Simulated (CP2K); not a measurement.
Al:

```
CELL_PARAMETERS angstrom
2.72176 0.00000 0.00000
0.00000 2.72176 0.00000
0.00000 0.00000 2.72176
ATOMIC_POSITIONS crystal
Al 0.00000 0.00000 0.00000
```

The cell was built by a generator and needn't be a form met in nature.

* Program: CP2K 2026.2
* Task: single point
* Functional: PBE
* Potentials or basis: POTENTIAL_UZH Al GTH-PBE-q3; TZVP-MOLOPT-PBE-GTH basis
* Density cutoff: 6123 eV
* k mesh: 10 × 10 × 10
* Occupations: fermi-dirac, width 0.05 eV
* Spin: no spin polarisation

On this cell: pressure 0.4 GPa; band gap on the k mesh none (metal or under the smearing width).

The same run follows on a disturbed copy (cell strained at random at fixed volume):

```xyz
1
Lattice="2.7233 0.0000 0.0000 0.0460 2.7570 0.0000 0.0441 0.0939 2.6854" Properties=species:S:1:pos:R:3 pbc="T T T"
Al    0.0269   -0.0552    0.0095
```

Task: What does the disturbed cell give?

Result: The energy (extrapolated to zero smearing) moves by -1.6 meV/atom; pressure 0.3 GPa; band gap on the k mesh none (metal or under the smearing width).

Stress tensor (GPa, compression positive):
```
 0.34 -0.02  0.48
-0.02 -0.57  0.71
 0.48  0.71  1.04
```

The energy falls, though the first cell shows no forces: that form is unstable against this distortion, unless noise or another electronic state is at work.

Caveats: the basis of atomic orbitals isn't converged, which shifts pressures, moduli and gaps.
